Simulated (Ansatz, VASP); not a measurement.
Hf: VASP beside Ansatz

```xyz
1
Lattice="0.0000 2.2433 2.2433 2.2433 0.0000 2.2433 2.2433 2.2433 0.0000" Properties=species:S:1:pos:R:3 pbc="T T T"
Hf    0.0000    0.0000    0.0000
```

Alike in both runs: task single point; functional PBE; k mesh 14 × 14 × 14; occupations fermi-dirac, width 0.1 eV; no spin polarisation.

|  | VASP | Ansatz |
| --- | --- | --- |
| version | VASP 6.6.1 | Ansatz 0.2.0 |
| potentials or method | VASP PAW PBE potentials, release 64 (Hf_pv) | plane waves (420 eV) with PAW, scalar-relativistic |
| plane-wave cutoff (eV) | 520 | 420 |
| valence electrons in the cell | 10 | 26 |

Ansatz gave:

```
pressure (GPa) : 0.1
```

Question: Which values does VASP return?

Answer: Pressure (GPa): -0.4.

The two sets of potentials don't hold the same shells in valence.

The runs have no spin-orbit coupling, so splittings on Hf are missing.
